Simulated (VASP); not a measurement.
Here is a VASP 6.6.1 calculation.

Contents of POSCAR:

```
BaS
1.0
    0.0000000000      3.1937500000      3.1937500000
    3.1937500000      0.0000000000      3.1937500000
    3.1937500000      3.1937500000      0.0000000000
Ba S
1 1
Direct
    0.0000000000      0.0000000000      0.0000000000
    0.5000000000      0.5000000000      0.5000000000
```

File INCAR.step1:

```
  PREC = Accurate
  ENCUT = 520
  EDIFF = 1E-6
  ISMEAR = -1
  SIGMA = 0.05
  LREAL = F
  LASPH = T
  NELM = 60
  ALGO = Normal
  ISIF = 2
  LWAVE = F
  LCHARG = T
  GGA = B5
  ALDAX = 1.0
  AGGAX = 1.0
  AGGAC = 1.0
  ALDAC = 0.0
```

KPOINTS.step1

```
regular mesh
0
Gamma
  7 7 7
```

File INCAR.step2:

```
  PREC = Accurate
  ENCUT = 520
  EDIFF = 1E-6
  ISMEAR = 0
  SIGMA = 0.05
  LREAL = F
  LASPH = T
  NELM = 60
  ALGO = Normal
  ISIF = 2
  LWAVE = F
  LCHARG = F
  GGA = B5
  ALDAX = 1.0
  AGGAX = 1.0
  AGGAC = 1.0
  ALDAC = 0.0
  ICHARG = 11
```

The input KPOINTS.step2:

```
path GXWKGLUWLK,UX
20
line-mode
reciprocal
 0.0000000000  0.0000000000  0.0000000000  G
 0.5000000000  0.0000000000  0.5000000000  X

 0.5000000000  0.0000000000  0.5000000000  X
 0.5000000000  0.2500000000  0.7500000000  W

 0.5000000000  0.2500000000  0.7500000000  W
 0.3750000000  0.3750000000  0.7500000000  K

 0.3750000000  0.3750000000  0.7500000000  K
 0.0000000000  0.0000000000  0.0000000000  G

 0.0000000000  0.0000000000  0.0000000000  G
 0.5000000000  0.5000000000  0.5000000000  L

 0.5000000000  0.5000000000  0.5000000000  L
 0.6250000000  0.2500000000  0.6250000000  U

 0.6250000000  0.2500000000  0.6250000000  U
 0.5000000000  0.2500000000  0.7500000000  W

 0.5000000000  0.2500000000  0.7500000000  W
 0.5000000000  0.5000000000  0.5000000000  L

 0.5000000000  0.5000000000  0.5000000000  L
 0.3750000000  0.3750000000  0.7500000000  K

 0.6250000000  0.2500000000  0.6250000000  U
 0.5000000000  0.0000000000  0.5000000000  X
```

Potentials or basis: VASP PAW PBE potentials, release 64 (Ba_sv, S).

Run with:

```sh
$ cat potpaw_PBE.64/Ba_sv/POTCAR potpaw_PBE.64/S/POTCAR > POTCAR
$ cp INCAR.step1 INCAR
$ cp KPOINTS.step1 KPOINTS
$ mpirun -np 1 vasp_std > vasp.out
$ cp INCAR.step2 INCAR
$ cp KPOINTS.step2 KPOINTS
$ mpirun -np 1 vasp_std > vasp.out
```

Problem. Predict the band gap along the path.

Solution. 2.19 eV, indirect (least direct gap 2.32 eV).

Problem. Estimate the band gap on the k mesh.

Solution. 2.25 eV, indirect (least direct gap 2.39 eV).

Levels at the corners of the path, in eV from the valence-band top:
```
point  band 6  band 7  band 8  band 9  band 10  band 11
    Γ    0.00    0.00    0.00    3.77     3.87     3.87
    X   -0.49   -0.13   -0.13    2.19     5.91     6.04
    X   -0.49   -0.13   -0.13    2.19     5.91     6.04
    W   -1.10   -0.46   -0.46    4.34     4.34     6.27
    W   -1.10   -0.46   -0.46    4.34     4.34     6.27
    K   -0.92   -0.60   -0.51    3.36     6.00     6.58
    K   -0.92   -0.60   -0.51    3.36     6.00     6.58
    Γ    0.00    0.00    0.00    3.77     3.87     3.87
    Γ    0.00    0.00    0.00    3.77     3.87     3.87
    L   -1.89   -1.08   -1.08    5.56     5.91     6.25
    L   -1.89   -1.08   -1.08    5.56     5.91     6.25
    U   -0.92   -0.60   -0.51    3.36     6.00     6.58
    U   -0.92   -0.60   -0.51    3.36     6.00     6.58
    W   -1.10   -0.46   -0.46    4.34     4.34     6.27
    W   -1.10   -0.46   -0.46    4.34     4.34     6.27
    L   -1.89   -1.08   -1.08    5.56     5.91     6.25
    L   -1.89   -1.08   -1.08    5.56     5.91     6.25
    K   -0.92   -0.60   -0.51    3.36     6.00     6.58
    U   -0.92   -0.60   -0.51    3.36     6.00     6.58
    X   -0.49   -0.13   -0.13    2.19     5.91     6.04
```

Caveat: the log is that of the step along the path at fixed density, whose energy, stress, charges and moments have no meaning; spin-orbit coupling is left out, which moves the levels of the heavy elements.

**The experiment to reproduce.**

From a printed reference work, monograph, original work of 1988, for a bulk crystal of BaS at 2 K: band gap 3.806 eV (indirect).

A measured gap of BaS is 3.806 eV (indirect; 2 K; a printed reference work, monograph, original work of 1988); the calculated 2.19 eV misses it by -1.61 eV. Spin-orbit coupling on Ba is left out. The value is that of BLYP, without temperature or zero-point motion. Semilocal functionals fall short of measured gaps as a rule.
